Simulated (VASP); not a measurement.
# BAs (F-43m) in VASP: further runs

Aim: see how the results for BAs move with the level of theory and the settings. Levels: PBEsol, LDA. Tasks: relaxation of cell and atoms.

Everything below comes from runs of VASP 6.6.1. Logs are shortened: lines on timing, memory, paths and dates and some standing lists are left out, and cuts for length are marked.

## Step 1: The crystal as given

The structure is cubic, space group F-43m (No. 216). Conventional cell: a = 4.606 Å, b = 4.606 Å, c = 4.606 Å, α = 90.00°, β = 90.00°, γ = 90.00°. Around B (site symmetry -43m) lie 4 As at 1.99 Å. As (site symmetry -43m) has 4 B at 1.99 Å as nearest neighbours.

## Step 2: Relaxation of cell and atoms, PBEsol, target pressure 19.4 GPa, at which the enthalpy is minimised

INCAR reads:

```
SYSTEM = BAs
PREC = Accurate
ENCUT = 600
EDIFF = 1E-7
ISMEAR = 0
SIGMA = 0.03
LREAL = .False.
LASPH = .True.
NELM = 80
ALGO = Normal
ISIF = 3
LWAVE = .False.
LCHARG = .False.
GGA = PS
IBRION = 2
NSW = 90
EDIFFG = -0.005
PSTRESS = 194.0
```

KPOINTS reads:

```
regular mesh
0
Gamma
  10 10 10
  0 0 0
```

POSCAR reads:

```
BAs                                     
1.0
   -0.0000000000      2.3031067322      2.3031067322
    2.3031067322      0.0000000000      2.3031067322
    2.3031067322      2.3031067322     -0.0000000000
  B               As            
     1     1
Direct
     1.0000000000000000    1.0000000000000000    1.0000000000000000
     0.2500000000000000    0.2500000000000000    0.2500000000000000
```

Potentials or basis: VASP PAW PBE potentials, release 64 (B, As).

Command:

```
$ cat potpaw_PBE.64/B/POTCAR potpaw_PBE.64/As/POTCAR > POTCAR
$ mpirun -np 1 vasp_std > vasp.out
```

OUTCAR:

```text
SYSTEM = BAs
   PREC = Accurate
   ENCUT = 600
   EDIFF = 1E-7
   ISMEAR = 0
   LREAL = .False.
   LASPH = .True.
   NELM = 80
   ISIF = 3
   GGA = PS
   IBRION = 2
   NSW = 90
   EDIFFG = -0.005
   PSTRESS = 194.0

 ion  position               nearest neighbor table
   1  0.000  0.000  0.000-   2 1.99   2 1.99   2 1.99   2 1.99
   2  0.250  0.250  0.250-   1 1.99   1 1.99   1 1.99   1 1.99

  LATTYP: Found a face centered cubic cell.
 ALAT       =     4.6062134644

  Lattice vectors:

 A1 = (   0.0000000000,   2.3031067322,   2.3031067322)
 A2 = (   2.3031067322,   0.0000000000,   2.3031067322)
 A3 = (   2.3031067322,   2.3031067322,   0.0000000000)

Analysis of symmetry for initial positions (statically):
=====================================================================
 Subroutine PRICEL returns:
 Original cell was already a primitive cell.

 Routine SETGRP: Setting up the symmetry group for a
 face centered cubic supercell.

 Subroutine GETGRP returns: Found 24 space group operations
 (whereof 24 operations were pure point group operations)
 out of a pool of 48 trial point group operations.

The static configuration has the point symmetry T_d .

Analysis of symmetry for dynamics (positions and initial velocities):
=====================================================================
 Subroutine PRICEL returns:
 Original cell was already a primitive cell.

 Routine SETGRP: Setting up the symmetry group for a
 face centered cubic supercell.

 Subroutine GETGRP returns: Found 24 space group operations
 (whereof 24 operations were pure point group operations)
 out of a pool of 48 trial point group operations.

The dynamic configuration has the point symmetry T_d .

 Subroutine INISYM returns: Found 24 space group operations
 (whereof 24 operations are pure point group operations),
 and found     1 'primitive' translations

----------------------------------------------------------------------------------------

                                     Primitive cell

  volume of cell :      24.4327

  direct lattice vectors                    reciprocal lattice vectors
     0.000000000  2.303106732  2.303106732    -0.217098058  0.217098058  0.217098058
     2.303106732  0.000000000  2.303106732     0.217098058 -0.217098058  0.217098058
     2.303106732  2.303106732  0.000000000     0.217098058  0.217098058 -0.217098058

  length of vectors
     3.257084776  3.257084776  3.257084776     0.376024867  0.376024867  0.376024867

  position of ions in fractional coordinates (direct lattice)
     0.000000000  0.000000000  0.000000000
     0.250000000  0.250000000  0.250000000

  ion indices of the primitive-cell ions
   primitive index   ion index
                 1           1
                 2           2

----------------------------------------------------------------------------------------

 KPOINTS: regular mesh

Automatic generation of k-mesh.
 Grid dimensions read from file:
 generate k-points for:   10   10   10

 Generating k-lattice:

  Cartesian coordinates                     Fractional coordinates (reciprocal lattice)
    -0.021709806  0.021709806  0.021709806     0.100000000  0.000000000  0.000000000
     0.021709806 -0.021709806  0.021709806     0.000000000  0.100000000  0.000000000
     0.021709806  0.021709806 -0.021709806     0.000000000  0.000000000  0.100000000

  Length of vectors
     0.037602487  0.037602487  0.037602487

  Shift w.r.t. Gamma in fractional coordinates (k-lattice)
     0.000000000  0.000000000  0.000000000

 Subroutine IBZKPT returns following result:
 ===========================================

 Found     47 irreducible k-points:

 Following reciprocal coordinates:
            Coordinates               Weight
  0.000000  0.000000  0.000000      1.000000
  0.100000  0.000000  0.000000      8.000000
  0.200000  0.000000  0.000000      8.000000
  0.300000  0.000000  0.000000      8.000000
  0.400000  0.000000  0.000000      8.000000
  0.500000  0.000000  0.000000      4.000000
[... 16 lines left out ...]
  0.300000  0.300000  0.000000      6.000000
  0.400000  0.300000  0.000000     24.000000
 [... further k-points ...]
   k-points           NKPTS =     47   k-points in BZ     NKDIM =     47   number of bands    NBANDS=      8
   number of dos      NEDOS =    301   number of ions     NIONS =      2
   total plane-waves  NPLWV =  21952
   dimension x,y,z NGX =    28 NGY =   28 NGZ =   28
   dimension x,y,z NGXF=    56 NGYF=   56 NGZF=   56
   ions per type =               1   1
   NGX,Y,Z   is equivalent  to a cutoff of  14.29, 14.29, 14.29 a.u.
   NGXF,Y,Z  is equivalent  to a cutoff of  28.58, 28.58, 28.58 a.u.
 SYSTEM =  BAs
   PREC   = accura    normal or accurate (medium, high low for compatibility)
   ISTART =      0    job   : 0-new  1-cont  2-samecut
   ICHARG =      2    charge: 1-file 2-atom 10-const
   ISPIN  =      1    spin polarized calculation?
   LNONCOLLINEAR =      F non collinear calculations
   LSORBIT =      F    spin-orbit coupling
   LASPH  =      T    aspherical Exc in radial PAW
   ENCUT  =  600.0 eV  44.10 Ry    6.64 a.u.   6.51  6.51  6.51*2*pi/ulx,y,z
   NELM   =     80;   NELMIN=  2; NELMDL= -5     # of ELM steps
   EDIFF  = 0.1E-06   stopping-criterion for ELM
   LREAL  =      F    real-space projection
   EDIFFG = -.5E-02   stopping-criterion for IOM
   NSW    =     90    number of steps for IOM
   IBRION =      2    ionic relax: 0-MD 1-quasi-New 2-CG
   NFREE  =      1    steps in history (QN), initial steepest desc. (CG)
   ISIF   =      3    stress and relaxation
   ISYM   =      2    0-nonsym 1-usesym 2-fastsym
   POTIM  = 0.5000    time-step for ionic-motion
   TEBEG  =    0.0;   TEEND  =   0.0 temperature during run
   PSTRESS=  194.0 pullay stress
   NELECT =       8.0000    total number of electrons
   NUPDOWN=      -1.0000    fix difference up-down
   EMIN   =  10.00;   EMAX   =-10.00  energy-range for DOS
   EFERMI =   0.00;   METHOD = LEGACY
   ISMEAR =     0;   SIGMA  =   0.03  broadening in eV -4-tet -1-fermi 0-gaus
   EFERMI_NEDOS =   21; number of points for ismear=-14 and -15
   IALGO  =     38    algorithm
   IMIX   =      4    mixing-type and parameters
     AMIX     =   0.40;   BMIX     =  1.00
     AMIX_MAG =   1.60;   BMIX_MAG =  1.00
  volume/ion in A,a.u.               =      12.22        82.44
  Fermi-wavevector in a.u.,A,eV,Ry     =   1.128359  2.132290 17.322867  1.273195
  Thomas-Fermi vector in A             =   2.265049
   LORBIT       =      0    0 simple, 1 ext, 2 COOP (PROOUT), +10 PAW based schemes
   GGA     = PS    functional components
   LHFCALC =     F    Hartree Fock is set to
   AEXX    =    0.0000 exact exchange contribution
   IVDW    =     0    specifies the selected vdW correction
   LEPSILON=     F    determine dielectric tensor
   LRPA    =     F    only Hartree local field effects (RPA)
 conjugate gradient relaxation of ions
 non-spin polarized calculation
 Gauss-broadening in eV      SIGMA  =   0.03
  energy-cutoff  :      600.00
  volume of cell :       24.43
 maximum number of plane-waves:       869
 NGX is ok and might be reduce to    28
   NGX = 13   NGY = 13   NGZ = 13

--------------------------------------- Ionic step        1  -------------------------------------------

 number of electron       8.0000000 magnetization

 Free energy of the ion-electron system (eV)
  ---------------------------------------------------
  ext. energy  EPLUGINS =         0.00000000
  ---------------------------------------------------
  free energy    TOTEN  =       -12.04880876 eV

  energy without entropy =      -12.04880876  energy(sigma->0) =      -12.04880876

------------------------ aborting loop because EDIFF is reached ----------------------------------------

  FORCE on cell =-STRESS in cart. coord.  units (eV):
  Direction    XX          YY          ZZ          XY          YZ          ZX
  --------------------------------------------------------------------------------------
  -------------------------------------------------------------------------------------
  Total        2.9426778      2.9426778      2.9426778      0.0000000     -0.0000000      0.0000000
  in kB      192.9661407    192.9661407    192.9661407      0.0000000     -0.0000000      0.0000000
  external PRESSURE =      -1.0338593 kB  Pullay stress =     194.0000000 kB

 VOLUME and BASIS-vectors are now :
 -----------------------------------------------------------------------------
  energy-cutoff  :      600.00
  volume of cell :       24.43
      direct lattice vectors                 reciprocal lattice vectors
     0.000000000  2.303106732  2.303106732    -0.217098058  0.217098058  0.217098058
     2.303106732  0.000000000  2.303106732     0.217098058 -0.217098058  0.217098058
     2.303106732  2.303106732  0.000000000     0.217098058  0.217098058 -0.217098058
[... 46 lines left out ...]
  FREE ENERGIE OF THE ION-ELECTRON SYSTEM (eV)
  ---------------------------------------------------
  free  energy   TOTEN  =       -12.0454322518 eV

  energy  without entropy=      -12.0454322518  energy(sigma->0) =      -12.04543225

  enthalpy is  TOTEN    =        -9.0903623454 eV   P V=        2.9550699064

--------------------------------------- Ionic step        3  -------------------------------------------

 number of electron       8.0000000 magnetization

 Free energy of the ion-electron system (eV)
  ---------------------------------------------------
  ext. energy  EPLUGINS =         0.00000000
  ---------------------------------------------------
  free energy    TOTEN  =       -12.04730285 eV

  energy without entropy =      -12.04730285  energy(sigma->0) =      -12.04730285

 E-fermi :   7.5045     XC(G=0): -11.2032

 val. band max:        7.3101317220   @ k =   0.0000   0.0000   0.0000
 cond. band min:       8.2717718441   @ k =   0.4000   0.4000   0.0000
 fundamental gap:      0.9616401222
 Fermi energy:         7.5044862059

 k-point     1 :       0.0000    0.0000    0.0000
  band No.  band energies     occupation
      1      -9.1794      2.00000
      2       7.3101      2.00000
      3       7.3101      2.00000
      4       7.3101      2.00000
      5      10.6972      0.00000
      6      10.6972      0.00000
      7      10.6972      0.00000
      8      13.4219      0.00000

 k-point     2 :       0.1000    0.0000    0.0000
  band No.  band energies     occupation
      1      -8.9978      2.00000
      2       5.8242      2.00000
      3       6.9654      2.00000
      4       6.9654      2.00000
      5      11.0351      0.00000
      6      11.1468      0.00000
      7      11.1468      0.00000
      8      14.0760      0.00000
[... 221 lines left out ...]
 k-point    23 :       0.3000    0.3000    0.0000
  band No.  band energies     occupation
      1      -7.0490      2.00000
      2       1.9391      2.00000
      3       3.7132      2.00000
      4       3.7132      2.00000
      5       8.5441      0.00000
      6      10.8728      0.00000
      7      16.4574      0.00000
      8      16.4574      0.00000

 k-point    24 :       0.4000    0.3000    0.0000
  band No.  band energies     occupation
      1      -6.2237      2.00000
      2       0.5412      2.00000
      3       2.8259      2.00000
      4       3.3855      2.00000
      5       8.8562      0.00000
      6      10.6109      0.00000
      7      16.9331      0.00000
      8      17.0868      0.00000

 [... further k-points ...]
[... 5 lines left out ...]
  --------------------------------------------------------------------------------------
  -------------------------------------------------------------------------------------
  Total        2.9580739      2.9580739      2.9580739     -0.0000000      0.0000000     -0.0000000
  in kB      194.0747998    194.0747998    194.0747998     -0.0000000      0.0000000     -0.0000000
  external PRESSURE =       0.0747998 kB  Pullay stress =     194.0000000 kB

 VOLUME and BASIS-vectors are now :
 -----------------------------------------------------------------------------
  energy-cutoff  :      600.00
  volume of cell :       24.42
      direct lattice vectors                 reciprocal lattice vectors
     0.000000000  2.302714796  2.302714796    -0.217135010  0.217135010  0.217135010
     2.302714796 -0.000000000  2.302714796     0.217135010 -0.217135010  0.217135010
     2.302714796  2.302714796  0.000000000     0.217135010  0.217135010 -0.217135010

 POSITION                                       TOTAL-FORCE (eV/Angst)
 -----------------------------------------------------------------------------------
      0.00000      0.00000      0.00000        -0.000000     -0.000000     -0.000000
      1.15136      1.15136      1.15136         0.000000      0.000000      0.000000
 -----------------------------------------------------------------------------------
    total drift:                               -0.000000     -0.000000     -0.000000

  FREE ENERGIE OF THE ION-ELECTRON SYSTEM (eV)
  ---------------------------------------------------
  free  energy   TOTEN  =       -12.0473028501 eV

  energy  without entropy=      -12.0473028501  energy(sigma->0) =      -12.04730285

  enthalpy is  TOTEN    =        -9.0903690760 eV   P V=        2.9569337741

 reached required accuracy - stopping structural energy minimisation
```

Wall time 24 s (1 thread of Intel Xeon Platinum 8259CL at 2.50GHz (Skylake/Cascade Lake), shared host); peak memory 0.17 GiB.

What came out:

* Free energy: -12.0473 eV
* Relaxed volume: 12.21 Å³/atom
* Relaxed cell: a = 3.257 Å, b = 3.257 Å, c = 3.257 Å, α = 60.00°, β = 60.00°, γ = 60.00°
* Space group after relaxing (to 0.05 Å): F-43m (No. 216)
* Energy change on relaxing (the enthalpy is what falls): +0.8 meV/atom
* Ionic steps: 3
* Pressure after relaxing: 19.4 GPa
* Band gap on the k mesh: 0.96 eV, indirect (least direct gap 3.39 eV)

Step by step:
| step | energy change (eV) | largest force (eV/Å) | pressure (GPa) | volume (Å³) |
| --- | --- | --- | --- | --- |
| 1 | 0.0000 | 0.0000 | 19.30 | 24.43 |
| 2 | 0.0034 | 0.0000 | 19.54 | 24.40 |
| 3 | 0.0015 | 0.0000 | 19.41 | 24.42 |

Final structure:
```yaml
crystal:
  lattice:
    - [0.00000, 2.30271, 2.30271]
    - [2.30271, 0.00000, 2.30271]
    - [2.30271, 2.30271, 0.00000]
  atoms:
    - { symbol: B, position: [0.00000, 0.00000, 0.00000] }
    - { symbol: As, position: [0.25000, 0.25000, 0.25000] }
```

Levels at points of the mesh, in eV from the valence-band top:
| k point | band 2 | band 3 | band 4 | band 5 | band 6 | band 7 |
| --- | --- | --- | --- | --- | --- | --- |
| (0.00, 0.00, 0.00) | 0.00 | 0.00 | 0.00 | 3.39 | 3.39 | 3.39 |
| (0.50, 0.00, 0.00) | -9.68 | -2.02 | -2.02 | 3.33 | 4.85 | 4.85 |
| (0.50, 0.50, 0.00) | -9.18 | -4.59 | -4.59 | 1.19 | 1.21 | 12.42 |

Caveat: the cell is relaxed towards a set pressure, so the enthalpy falls and the energy may rise; the PAW data sets were made with another functional, which shifts forces and pressure a little.

## Step 3: Relaxation of cell and atoms, LDA, target pressure 19.4 GPa, at which the enthalpy is minimised

This run uses another cell than the first one, of 13.63 Å³/atom, 1.115 times its volume.

INCAR reads:

```
SYSTEM = BAs
ALGO = Normal
EDIFF = 1E-6
EDIFFG = -0.01
ENCUT = 600
IBRION = 2
ISIF = 3
ISMEAR = 0
LASPH = .TRUE.
LCHARG = .FALSE.
LREAL = .FALSE.
LWAVE = .FALSE.
NELM = 80
NSW = 90
PREC = Accurate
PSTRESS = 194.0
SIGMA = 0.03
```

KPOINTS reads:

```
k-points
0
G
  10 10 10
  0 0 0
```

POSCAR reads:

```
BAs
1.0
    0.0000000000      2.3885000000      2.3885000000
    2.3885000000      0.0000000000      2.3885000000
    2.3885000000      2.3885000000      0.0000000000
B As
1 1
Direct
    0.0000000000      0.0000000000      0.0000000000
    0.2500000000      0.2500000000      0.2500000000
```

Potentials or basis: VASP PAW LDA potentials, release 64 (B, As).

Command:

```
$ cat potpaw_LDA.64/B/POTCAR potpaw_LDA.64/As/POTCAR > POTCAR
$ mpirun -np 1 vasp_std > vasp.out
```

It took 19 s on 1 thread of Intel Xeon 6975P-C (Granite Rapids), shared host; peak memory 0.15 GiB.

Results (log left out):

```
Free energy                                            : -12.7789 eV
Relaxed volume                                         : 11.99 Å³/atom
Relaxed cell                                           : a = 3.237 Å, b = 3.237 Å, c = 3.237 Å, α = 60.00°, β = 60.00°, γ = 60.00°
Space group after relaxing (to 0.05 Å)                 : F-43m (No. 216)
Energy change on relaxing (the enthalpy is what falls) : +71.4 meV/atom
Ionic steps                                            : 7
Pressure after relaxing                                : 19.4 GPa
Band gap on the k mesh                                 : 1.00 eV, indirect (least direct gap 3.43 eV)
```

The path:
```
step  energy change (eV)  largest force (eV/Å)  pressure (GPa)  volume (Å³)
   1              0.0000                0.0000           -3.09        27.25
   2              1.0583                0.0000           67.89        20.38
   3              0.1285                0.0000           18.30        24.10
   4              0.1406                0.0000           19.24        24.00
   5              0.1482                0.0000           19.81        23.94
   6              0.1368                0.0000           18.95        24.03
   7              0.1428                0.0000           19.40        23.98
```

Final structure:
```cif
data_structure
_symmetry_space_group_name_H-M 'P 1'
_symmetry_Int_Tables_number 1
_cell_length_a 3.2368
_cell_length_b 3.2368
_cell_length_c 3.2368
_cell_angle_alpha 60.000
_cell_angle_beta 60.000
_cell_angle_gamma 60.000
_cell_volume 23.98
loop_
_atom_site_label
_atom_site_type_symbol
_atom_site_fract_x
_atom_site_fract_y
_atom_site_fract_z
_atom_site_occupancy
B1 B 0.00000 0.00000 0.00000 1
As1 As 0.25000 0.25000 0.25000 1
```

Levels at points of the mesh, in eV from the valence-band top:
| k point | band 1 | band 2 | band 3 | band 4 | band 5 | band 6 | band 7 | band 8 |
| --- | --- | --- | --- | --- | --- | --- | --- | --- |
| (0.00, 0.00, 0.00) | -16.60 | 0.00 | 0.00 | 0.00 | 3.43 | 3.43 | 3.43 | 6.38 |
| (0.50, 0.00, 0.00) | -13.25 | -9.75 | -2.04 | -2.04 | 3.50 | 4.90 | 4.90 | 8.92 |
| (0.50, 0.50, 0.00) | -11.77 | -9.18 | -4.64 | -4.64 | 1.23 | 1.25 | 12.50 | 12.50 |

Caveat: the cell is relaxed towards a set pressure, so the enthalpy falls and the energy may rise. A k mesh can miss the band edges.
